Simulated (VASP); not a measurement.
# BeSe: single point with PBE

Crystal: BeSe.

```
CELL_PARAMETERS angstrom
0.00000 2.58397 2.58397
2.58397 0.00000 2.58397
2.58397 2.58397 0.00000
ATOMIC_POSITIONS crystal
Be 0.00000 0.00000 0.00000
Se 0.25000 0.25000 0.25000
```

The cell comes from a database or a generator and needn't be the stable form of this composition.

- Program: VASP 6.6.1
- Task: single point
- Functional: PBE
- Potentials or basis: VASP PAW PBE potentials, release 64 (Be, Se)
- Cutoff: 520 eV
- k mesh: 6 × 6 × 6
- Occupations: gaussian, width 0.1 eV
- Spin: no spin polarisation

- Pressure: 0.7 GPa
- Band gap on the k mesh: 2.65 eV, indirect (least direct gap 4.26 eV)

Levels at points of the mesh, in eV from the valence-band top:
```
           k point  band 1  band 2  band 3  band 4  band 5  band 6  band 7  band 8
(0.00, 0.00, 0.00)  -13.71    0.00    0.00    0.00    4.26    5.01    5.01    5.01
(0.50, 0.00, 0.00)  -12.40   -5.62   -1.06   -1.06    4.28    5.96    5.96    9.97
(0.50, 0.50, 0.00)  -11.95   -5.01   -2.61   -2.61    2.65    4.21   11.60   11.60
```

Wall time 5.4 s on 1 thread of Intel(R) Xeon(R) Platinum 8488C (Sapphire Rapids) (shared host), peak memory 0.14 GiB.

A k mesh can miss the band edges. Expect the measured gap to be larger: semilocal functionals such as PBE lack the derivative discontinuity.
